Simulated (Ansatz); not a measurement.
The system is InSe.

```
CELL_PARAMETERS angstrom
5.82639 -2.05465 0.00000
5.82639 2.05465 0.00000
-1.72323 0.00000 4.77135
ATOMIC_POSITIONS crystal
In 0.88820 0.88820 0.04684
In 0.11180 0.11180 0.95316
Se 0.66093 0.66093 0.66896
Se 0.33907 0.33907 0.33104
```

The cell comes from a database or a generator and needn't be the stable form of this composition.

Base run:

* Program: Ansatz 0.2.0
* Functional: HSE06
* Potentials or basis: Ansatz PAW
* Cutoff: 420 eV (not typed: the program's choice for these potentials)
* k mesh: 6 × 6 × 4
* Occupations: fermi-dirac, width 0.05 eV
* Spin: no spin polarisation

Its results: band gap on the k mesh 1.88 eV, indirect (least direct gap 2.09 eV); pressure -0.3 GPa; largest force 0.101 eV/Å.

**Question.** The run is repeated on the same cell with these changes: functional from HSE06 to PBE0. What comes out?

**Answer.** Band gap on the k mesh 2.51 eV, indirect (least direct gap 2.71 eV); pressure -0.5 GPa; largest force 0.121 eV/Å.

Caveats: spin-orbit coupling is left out, which moves the levels of the heavy elements; the PAW data sets come from PBE, with cores solved anew for the run's functional, which leaves a small shift of forces and pressure; the thresholds are loose for stress.
